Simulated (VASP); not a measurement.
Crystal: Cs2AgBiBr6.

```xyz
10
Lattice="0.0000 5.6161 5.6161 5.6161 0.0000 5.6161 5.6161 5.6161 0.0000" Properties=species:S:1:pos:R:3 pbc="T T T"
Cs    2.8081    2.8081    2.8081
Cs    8.4242    8.4242    8.4242
Ag    5.6161    5.6161    5.6161
Bi    0.0000    0.0000    0.0000
Br    5.6161    2.8142    5.6161
Br    8.4180    5.6161    5.6161
Br    5.6161    8.4180    5.6161
Br    2.8142    5.6161    5.6161
Br    5.6161    5.6161    2.8142
Br    5.6161    5.6161    8.4180
```

```yaml
Program: VASP 6.6.1
Task: relaxation of cell and atoms
Functional: PBE
Potentials_or_basis: VASP PAW PBE potentials, release 64 (Cs_sv, Ag, Bi, Br)
Cutoff: 300 eV
k_mesh: 2 × 2 × 2
Occupations: gaussian, width 0.03 eV
Spin: no spin polarisation
```

At the start: pressure 2.1 GPa; volume 35.43 Å³/atom.

Problem. Where does the relaxation end?

Solution. Over 6 steps the energy falls by 16.4 meV/atom and the volume is 38.15 Å³/atom (+7.7 %); space group Fm-3m (No. 225, to 0.05 Å).

The path:
```tsv
step	energy change (eV)	largest force (eV/Å)	pressure (GPa)	volume (Å³)
1	0.0000	0.2253	2.07	354.27
2	-0.1595	0.0844	0.12	378.31
3	-0.1599	0.0979	0.04	379.57
4	-0.1598	0.0923	0.07	379.05
5	-0.1622	0.0620	0.06	379.80
6	-0.1644	0.0047	0.03	381.46
```

Final structure:
```
Cs Ag Bi Br
1.0
     0.00000    5.75625    5.75625
     5.75625    0.00000    5.75625
     5.75625    5.75625    0.00000
Cs Ag Bi Br
2 1 1 6
Direct
  0.25000 0.25000 0.25000
  0.75000 0.75000 0.75000
  0.50000 0.50000 0.50000
  0.00000 0.00000 0.00000
  0.25027 0.74973 0.25027
  0.25027 0.74973 0.74973
  0.74973 0.25027 0.74973
  0.74973 0.25027 0.25027
  0.25027 0.25027 0.74973
  0.74973 0.74973 0.25027
```

Caveat: the k mesh is coarse (spacing up to 0.48 Å⁻¹), so the values aren't converged; the cutoff is under 1.25 times the usual one of these potentials, so pressure, stress and relaxed cells hold a basis-set (Pulay) error.
